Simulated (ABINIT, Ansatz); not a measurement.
# AlN (P6_3mc): zone-centre phonons

Aim: the zone-centre modes of AlN (P6_3mc).

Method: DFT LDA, scalar-relativistic, plane waves, PseudoDojo norm-conserving pseudopotentials, in ABINIT 10.8.3.

The database entry behind the starting cell differs from later determinations by our own check (inner coordinate u about 0.002 short), so it need not match the best structure at ambient conditions.

## 1. Starting point

Symmetry: P6_3mc, No. 186, hexagonal system. The conventional cell has a = 3.113 Å, b = 3.113 Å, c = 4.981 Å, α = 90.00°, β = 90.00°, γ = 120.00°. Al has 4 N at 1.89 Å nearest. Nearest to N lie 4 Al at 1.89 Å. Farther neighbours and most contacts between anions are not listed.

As a file:

```xyz
4
Lattice="3.1130 0.0000 0.0000 -1.5565 2.6959 0.0000 0.0000 0.0000 4.9810" Properties=species:S:1:pos:R:3 pbc="T T T"
Al    0.0000    1.7973    0.0000
Al    1.5565    0.8986    2.4905
N     0.0000    1.7973    1.8928
N     1.5565    0.8986    4.3833
```

## 2. A first look

A first run with smearing and empty bands tells whether the crystal has a gap, which decides between fixed occupations and smearing later on.

probe.abi reads:

```
# ground state
tolvrs 1.0d-08
prtden 1
prtwf 1

# basis, mesh and filling
ecut 36.0
ngkpt 6 6 4
nshiftk 1
shiftk 0.0 0.0 0.0
istwfk *1
occopt 7
tsmear 0.005
nband 14
nstep 100
diemac 9.0
prtebands 0
prtgsr 0
useylm 1

# cell and atoms
acell 3*1.0 Angstrom
rprim 
    3.113 0.0 0.0
    -1.5565 2.695937082 0.0
    0.0 0.0 4.981
ntypat 2
znucl 13 7
natom 4
typat 1 1 2 2
xred 
    1/3 2/3 0.0
    2/3 1/3 0.5
    1/3 2/3 0.3800000000
    2/3 1/3 0.8800000000
pp_dirpath "./pseudo"
pseudos "Al.upf, N.upf"
```

Run with:

```console
OMP_NUM_THREADS=1 mpirun -n 8 abinit probe.abi > probe.log
```

Numbers of over 12 decimals in the logs are rounded to 6 here.

probe.abo, the main output file:

```text
[banners, grids, parts of the stress and lines that vanish by symmetry left out]
- input  file    -> probe.abi
- output file    -> probe.abo
- root for input  files -> probei
[...]
Symmetries : space group P6_3 m c (#186); Bravais hP (primitive hexag.)
[...]
mpw =        2934          nfft =       55296          nkpt =          21
[...]
== DATASET  1 ==================================================================
[...]
cutoff_energies: {ecut:  36.0, pawecutdg:  -1.0, }
[...]
ETOT  1  -25.360014756446    -2.536E+01 5.052E-02 9.222E+02
 ETOT  2  -25.371675986552    -1.166E-02 1.943E-02 8.878E+02
 ETOT  3  -25.684805886133    -3.131E-01 1.189E-02 2.022E+00
 ETOT  4  -25.686105877281    -1.300E-03 1.120E-02 1.504E-01
 ETOT  5  -25.686146998938    -4.112E-05 3.018E-03 1.406E-03
 ETOT  6  -25.686147461327    -4.624E-07 3.232E-03 1.523E-04
 ETOT  7  -25.686147527114    -6.579E-08 6.022E-04 9.214E-08
 ETOT  8  -25.686147527125    -1.147E-11 3.587E-04 3.336E-08
 ETOT  9  -25.686147527139    -1.334E-11 6.902E-04 9.070E-10
 At SCF step    9       vres2   =  9.07E-10 < tolvrs=  1.00E-08 =>converged.
[...]
sigma(1 1)=  2.34139203E-04  sigma(3 2)=  0.00000000E+00
  sigma(2 2)=  2.34139203E-04  sigma(3 1)=  0.00000000E+00
  sigma(3 3)=  1.74619078E-04  sigma(2 1)=  0.00000000E+00
[...]
convergence: {deltae: -1.334E-11, res2:  9.070E-10, residm:  6.902E-04, diffor: null, }
etotal    :  -2.56861475E+01
[...]
sigma(1 1)=  2.34139203E-04  sigma(3 2)=  0.00000000E+00
  sigma(2 2)=  2.34139203E-04  sigma(3 1)=  0.00000000E+00
  sigma(3 3)=  1.74619078E-04  sigma(2 1)=  0.00000000E+00
[...]
- sigma(1 1)=  6.88861317E+00  sigma(3 2)=  0.00000000E+00
- sigma(2 2)=  6.88861317E+00  sigma(3 1)=  0.00000000E+00
- sigma(3 3)=  5.13747066E+00  sigma(2 1)=  0.00000000E+00
[...]
fcart     -0.0000000000E+00 -0.0000000000E+00 -2.2435204272E-03
           strten      2.3413920256E-04  2.3413920252E-04  1.7461907846E-04
================================================================================

[key lines of the parts left out:]
pressure_GPa:  -6.3049E+00
```

Wall time 5.5 s (8 MPI ranks of Arm Neoverse V1, shared host); 42 s of CPU time.

This step gave:

| Property | Result |
| --- | --- |
| volume per atom | 10.45 Å³ |
| pressure | -6.305 GPa |
| gap on the k-mesh | 4.255 eV |

A gap of 4.3 eV opens on this mesh, so the crystal is taken as an insulator; the printed pressure holds the stress of the finite basis too.

## 3. Relaxing the cell and atoms

The harmonic expansion needs vanishing forces, and a free crystal bears no stress, so cell and atoms are brought to rest. Stress is more sensitive to the basis than forces are: the last 3 Ha under the cutoff are smoothed with ecutsm, and the cutoff is raised above that of the later runs.

relax.abi reads:

```
# relaxation
ionmov 2
optcell 2
dilatmx 1.08
ntime 40
tolmxf 1.0d-05
tolvrs 1.0d-14
prtwf 0
prtden 0
chksymtnons 0

# basis, mesh and filling
ecut 44.0
ecutsm 3.0
ngkpt 9 9 4
nshiftk 1
shiftk 0.0 0.0 0.0
istwfk *1
occopt 1
nband 8
nstep 100
diemac 9.0
prtebands 0
prtgsr 0
useylm 1

# cell and atoms
acell 3*1.0 Angstrom
rprim 
    3.113 0.0 0.0
    -1.5565 2.695937082 0.0
    0.0 0.0 4.981
ntypat 2
znucl 13 7
natom 4
typat 1 1 2 2
xred 
    1/3 2/3 0.0
    2/3 1/3 0.5
    1/3 2/3 0.3800000000
    2/3 1/3 0.8800000000
pp_dirpath "./pseudo"
pseudos "Al.upf, N.upf"
```

Run with:

```console
OMP_NUM_THREADS=1 mpirun -n 8 abinit relax.abi > relax.log
```

relax.abo, the main output file:

```text
[banners, grids, parts of the stress and lines that vanish by symmetry left out]
- input  file    -> relax.abi
- output file    -> relax.abo
- root for input  files -> relaxi
[...]
Symmetries : space group P6_3 m c (#186); Bravais hP (primitive hexag.)
[...]
mpw =        4986          nfft =      102400          nkpt =          36
[...]
== DATASET  1 ==================================================================
[...]
cutoff_energies: {ecut:  44.0, pawecutdg:  -1.0, }
[...]
ETOT  1  -25.376506974137    -2.538E+01 2.381E-01 1.390E+03
 ETOT  2  -25.486739604497    -1.102E-01 7.088E-04 1.038E+03
 ETOT  3  -25.684843699228    -1.981E-01 2.003E-03 1.044E+01
 ETOT  4  -25.686553380994    -1.710E-03 2.124E-05 1.372E-01
 ETOT  5  -25.686578472262    -2.509E-05 2.982E-07 3.535E-04
[...]
At SCF step   11       vres2   =  7.15E-15 < tolvrs=  1.00E-14 =>converged.
[...]
sigma(1 1)=  2.18068233E-04  sigma(3 2)=  0.00000000E+00
  sigma(2 2)=  2.18068232E-04  sigma(3 1)=  0.00000000E+00
  sigma(3 3)=  1.57752691E-04  sigma(2 1)=  0.00000000E+00
[...]
convergence: {deltae:  5.116E-13, res2:  7.150E-15, residm:  3.049E-16, diffor: null, }
etotal    :  -2.56865785E+01
[...]
ETOT  1  -25.683664850209    -2.568E+01 7.394E+01 2.218E+01
[...]
At SCF step   10       vres2   =  5.46E-15 < tolvrs=  1.00E-14 =>converged.
[...]
sigma(1 1)=  8.63991993E-05  sigma(3 2)=  0.00000000E+00
  sigma(2 2)=  8.63991993E-05  sigma(3 1)=  0.00000000E+00
  sigma(3 3)=  6.63594521E-05  sigma(2 1)=  0.00000000E+00
[...]
convergence: {deltae: -4.050E-13, res2:  5.456E-15, residm:  1.235E-17, diffor: null, }
etotal    :  -2.56873068E+01
[...]
ETOT  1  -25.685823059740    -2.569E+01 4.115E-02 9.979E+00
[...]
At SCF step   10       vres2   =  3.43E-15 < tolvrs=  1.00E-14 =>converged.
[...]
sigma(1 1)= -7.37696722E-06  sigma(3 2)=  0.00000000E+00
  sigma(2 2)= -7.37696725E-06  sigma(3 1)=  0.00000000E+00
  sigma(3 3)=  3.98502701E-06  sigma(2 1)=  0.00000000E+00
[...]
convergence: {deltae: -1.350E-13, res2:  3.430E-15, residm:  1.881E-17, diffor: null, }
etotal    :  -2.56874435E+01
[...]
ETOT  1  -25.687443699020    -2.569E+01 5.919E-09 1.601E-02
[...]
At SCF step    9       vres2   =  1.91E-16 < tolvrs=  1.00E-14 =>converged.
[...]
sigma(1 1)= -4.30682958E-06  sigma(3 2)=  0.00000000E+00
  sigma(2 2)= -4.30682962E-06  sigma(3 1)=  0.00000000E+00
  sigma(3 3)=  5.46356666E-06  sigma(2 1)=  0.00000000E+00
[...]
convergence: {deltae: -8.171E-14, res2:  1.913E-16, residm:  1.376E-18, diffor: null, }
etotal    :  -2.56874458E+01
[...]
ETOT  1  -25.687413487492    -2.569E+01 2.015E-06 3.248E-01
[...]
At SCF step    9       vres2   =  6.80E-15 < tolvrs=  1.00E-14 =>converged.
[...]
sigma(1 1)=  1.80575321E-06  sigma(3 2)=  0.00000000E+00
  sigma(2 2)=  1.80575318E-06  sigma(3 1)=  0.00000000E+00
[...]
convergence: {deltae: -3.340E-13, res2:  6.804E-15, residm:  1.365E-16, diffor: null, }
etotal    :  -2.56874518E+01
[...]
ETOT  1  -25.687450100539    -2.569E+01 3.539E-06 1.387E-02
[...]
At SCF step    9       vres2   =  4.50E-17 < tolvrs=  1.00E-14 =>converged.
[...]
convergence: {deltae:  4.192E-13, res2:  4.505E-17, residm:  7.263E-19, diffor: null, }
etotal    :  -2.56874521E+01
[...]
ETOT  1  -25.687451877530    -2.569E+01 4.121E-05 1.347E-03
[...]
At SCF step    8       vres2   =  7.79E-16 < tolvrs=  1.00E-14 =>converged.
[...]
sigma(2 2)= -1.18683306E-07  sigma(3 1)=  0.00000000E+00
  sigma(3 3)=  3.51249224E-07  sigma(2 1)=  0.00000000E+00
[...]
convergence: {deltae:  5.791E-13, res2:  7.787E-16, residm:  6.676E-18, diffor: null, }
etotal    :  -2.56874521E+01
[...]
ETOT  1  -25.687452089652    -2.569E+01 2.548E-11 3.357E-05
[...]
ETOT  7  -25.687452093939     2.842E-13 4.599E-18 1.535E-14
 ETOT  8  -25.687452093939     8.171E-14 3.457E-19 7.367E-17
 At SCF step    8       vres2   =  7.37E-17 < tolvrs=  1.00E-14 =>converged.
[...]
sigma(1 1)= -7.80365538E-08  sigma(3 2)=  0.00000000E+00
  sigma(2 2)= -7.80365892E-08  sigma(3 1)=  0.00000000E+00
  sigma(3 3)=  5.21781452E-08  sigma(2 1)=  0.00000000E+00
[...]
convergence: {deltae:  8.171E-14, res2:  7.367E-17, residm:  3.457E-19, diffor: null, }
etotal    :  -2.56874521E+01
[...]
At Broyd/MD step   8, gradients are converged :
[...]
sigma(1 1)= -7.80365538E-08  sigma(3 2)=  0.00000000E+00
  sigma(2 2)= -7.80365892E-08  sigma(3 1)=  0.00000000E+00
  sigma(3 3)=  5.21781452E-08  sigma(2 1)=  0.00000000E+00
[...]
- sigma(1 1)= -2.29591468E-03  sigma(3 2)=  0.00000000E+00
- sigma(2 2)= -2.29591572E-03  sigma(3 1)=  0.00000000E+00
- sigma(3 3)=  1.53513403E-03  sigma(2 1)=  0.00000000E+00
[...]
fcart     -4.6229251578E-29 -2.6690470843E-29  4.1364478267E-06
           strten     -7.8036553792E-08 -7.8036589230E-08  5.2178145211E-08
================================================================================

[key lines of the parts left out:]
pressure_GPa:   1.0189E-03
Total energy (etotal) [Ha]= -2.56874520939390E+01
```

Wall time 55 s (8 MPI ranks).

Step by step:

```csv
step,energy less that of the first step (eV),largest force (eV/Å),volume (Å³)
1,0.0000,0.1141,41.80
2,-0.0198,0.0737,41.06
3,-0.0235,0.0336,40.58
4,-0.0236,0.0288,40.59
5,-0.0238,0.0019,40.61
6,-0.0238,0.0012,40.60
7,-0.0238,0.0007,40.59
8,-0.0238,0.0002,40.59
```

```csv
"conventional cell, symmetrised",before,after,change
a (Å),3.113,3.082,-1.0 %
b (Å),3.113,3.082,-1.0 %
c (Å),4.981,4.934,-1.0 %
volume (Å³/atom),10.45,10.15,-2.9 %
```

Final coordinates:

```
Al N
1.0
     3.08222    0.00000    0.00000
    -1.54111    2.66928    0.00000
     0.00000    0.00000    4.93360
Al N
2 2
Direct
  0.33333 0.66667 0.99902
  0.66667 0.33333 0.49902
  0.33333 0.66667 0.38098
  0.66667 0.33333 0.88098
```

Read from the output:

| Property | Result |
| --- | --- |
| volume per atom | 10.15 Å³ |
| pressure | 0.001019 GPa |

The volume changes by -2.9 % in this run and stands -2.9 % from the first cell.

## 4. Self-consistent run for the response

The response is built on these wavefunctions, so the potential is converged far more tightly than an energy would need. The mesh is shifted off Γ, since shifted meshes converge sums over the zone faster.

gs.abi reads:

```
# ground state
tolvrs 1.0d-16
prtden 1
prtwf 1

# basis, mesh and filling
ecut 36.0
ngkpt 9 9 4
nshiftk 1
shiftk 0.0 0.0 0.5
istwfk *1
occopt 1
nband 8
nstep 100
diemac 9.0
prtebands 0
prtgsr 0
useylm 1

# cell and atoms
acell 3*1.0 Angstrom
rprim 
    3.08221838 0.0 0.0
    -1.54110919 2.669279417 0.0
    0.0 0.0 4.93359751
ntypat 2
znucl 13 7
natom 4
typat 1 1 2 2
xred 
    1/3 2/3 -0.0009778122
    2/3 1/3 0.4990221878
    1/3 2/3 0.3809778122
    2/3 1/3 0.8809778122
pp_dirpath "./pseudo"
pseudos "Al.upf, N.upf"
```

Run with:

```console
OMP_NUM_THREADS=1 mpirun -n 8 abinit gs.abi > gs.log
```

gs.abo, the main output file:

```text
[banners, grids, parts of the stress and lines that vanish by symmetry left out]
- input  file    -> gs.abi
- output file    -> gs.abo
- root for input  files -> gsi
[...]
Symmetries : space group P6_3 m c (#186); Bravais hP (primitive hexag.)
[...]
mpw =        2850          nfft =       55296          nkpt =          24
[...]
== DATASET  1 ==================================================================
[...]
cutoff_energies: {ecut:  36.0, pawecutdg:  -1.0, }
[...]
ETOT  1  -25.373096724197    -2.537E+01 2.080E-01 7.802E+02
 ETOT  2  -25.486796397804    -1.137E-01 3.420E-04 5.731E+02
 ETOT  3  -25.685601946353    -1.988E-01 2.079E-03 4.963E+00
 ETOT  4  -25.687046749004    -1.445E-03 1.769E-05 7.538E-02
 ETOT  5  -25.687070470198    -2.372E-05 5.516E-07 3.449E-04
[...]
ETOT 11  -25.687070585742    -2.842E-13 2.664E-16 9.460E-15
 ETOT 12  -25.687070585742    -3.553E-15 1.144E-17 1.294E-17
 At SCF step   12       vres2   =  1.29E-17 < tolvrs=  1.00E-16 =>converged.
[...]
sigma(1 1)=  1.66166968E-05  sigma(3 2)=  0.00000000E+00
  sigma(2 2)=  1.66166970E-05  sigma(3 1)=  0.00000000E+00
  sigma(3 3)=  1.64625996E-05  sigma(2 1)=  0.00000000E+00
[...]
convergence: {deltae: -3.553E-15, res2:  1.294E-17, residm:  1.144E-17, diffor: null, }
etotal    :  -2.56870706E+01
[...]
sigma(1 1)=  1.66166968E-05  sigma(3 2)=  0.00000000E+00
  sigma(2 2)=  1.66166970E-05  sigma(3 1)=  0.00000000E+00
  sigma(3 3)=  1.64625996E-05  sigma(2 1)=  0.00000000E+00
[...]
- sigma(1 1)=  4.88880099E-01  sigma(3 2)=  0.00000000E+00
- sigma(2 2)=  4.88880104E-01  sigma(3 1)=  0.00000000E+00
- sigma(3 3)=  4.84346403E-01  sigma(2 1)=  0.00000000E+00
[...]
fcart     -0.0000000000E+00 -0.0000000000E+00 -1.2469355325E-06
           strten      1.6616696806E-05  1.6616696979E-05  1.6462599624E-05
================================================================================

[key lines of the parts left out:]
pressure_GPa:  -4.8737E-01
```

The job ended after 4.5 s (8 MPI ranks).

Read from the output:

- pressure: -0.4874 GPa

The cell stands at -0.49 GPa: the relaxation ran with a smoothed and higher cutoff and on another k mesh.

## 5. Empty bands

Empty bands on the ground state's density check that the gap assumed so far is there in this cell.

gap.abi reads:

```
# empty bands on the ground state's density
iscf -2
getden_filepath "gso_DEN"
tolwfr 1.0d-12
nbdbuf 2
prtwf 0

# basis, mesh and filling
ecut 36.0
ngkpt 9 9 4
nshiftk 1
shiftk 0.0 0.0 0.0
istwfk *1
occopt 1
nband 12
nstep 100
diemac 9.0
prtebands 0
prtgsr 0
useylm 1

# cell and atoms
acell 3*1.0 Angstrom
rprim 
    3.08221838 0.0 0.0
    -1.54110919 2.669279417 0.0
    0.0 0.0 4.93359751
ntypat 2
znucl 13 7
natom 4
typat 1 1 2 2
xred 
    1/3 2/3 -0.0009778122
    2/3 1/3 0.4990221878
    1/3 2/3 0.3809778122
    2/3 1/3 0.8809778122
pp_dirpath "./pseudo"
pseudos "Al.upf, N.upf"
```

Run with:

```console
OMP_NUM_THREADS=1 mpirun -n 8 abinit gap.abi > gap.log
```

gap.abo, the main output file:

```text
[banners, grids, parts of the stress and lines that vanish by symmetry left out]
- input  file    -> gap.abi
- output file    -> gap.abo
- root for input  files -> gapi
[...]
Symmetries : space group P6_3 m c (#186); Bravais hP (primitive hexag.)
[...]
mpw =        2853          nfft =       55296          nkpt =          36
[...]
== DATASET  1 ==================================================================
[...]
cutoff_energies: {ecut:  36.0, pawecutdg:  -1.0, }
[...]
-outvars: echo values of variables after computation
            acell      1.8897261259E+00  1.8897261259E+00  1.8897261259E+00 Bohr
================================================================================
```

Wall time 4.6 s (8 MPI ranks); 36 s of CPU time.

Read from the output:

| Item | Value |
| --- | --- |
| gap on the k-mesh | 4.491 eV |

In this cell the gap on the mesh is 4.5 eV, direct, so fixed occupations hold.

[end of part 1 of 3]

[Host names and launcher messages were left out of these logs when they were recorded.]

[Logs are printed without paths, hosts, clocks, repeated set-up lines and the standing remarks that a program may print on its own settings, such as how far it seeks lower states.]

[Hosts, paths, dates, database ids (printed as entryN), source tags and the programs' standing remarks are cut or masked in the printed files.]
